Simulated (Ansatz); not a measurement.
## TlCl under compression and expansion

```yaml
crystal:
  lattice:
    - [3.83400, 0.00000, 0.00000]
    - [0.00000, 3.83400, 0.00000]
    - [0.00000, 0.00000, 3.83400]
  atoms:
    - { symbol: Tl, position: [0.00000, 0.00000, 0.00000] }
    - { symbol: Cl, position: [0.50000, 0.50000, 0.50000] }
```

The conventional cell has a = 3.834 Å, b = 3.834 Å, c = 3.834 Å, α = 90.00°, β = 90.00°, γ = 90.00°. Tl (atom 1) has 8 Cl at 3.32 Å as nearest neighbours. Around Cl (atom 2) lie 8 Tl at 3.32 Å.

The cell is COD entry 9008794, as deposited and not checked against the literature; nothing was relaxed. It is an old determination, and later ones may differ.

No spin–orbit coupling, which matters for the heavy atoms here.

All numbers below come from Ansatz 0.2.0, DFT, PBE, all-electron LAPW, scalar-relativistic.

For LAPW: a Γ-centred 8×8×8 k mesh, Fermi–Dirac smearing of 0.02 eV, basis error target 0.5 meV/atom, no spin polarisation.

The cell above is scaled evenly, with fractional coordinates and shape held.

```tsv
V/V(cell)	V (Å³/atom)	P, LAPW (GPa)	gap on the k mesh, LAPW (eV)
0.9600	27.052	2.57	1.97
0.9800	27.615	1.89	2.02
1.0000	28.179	1.29	2.08
1.0200	28.743	0.75	2.12
1.0400	29.306	0.27	2.17
```
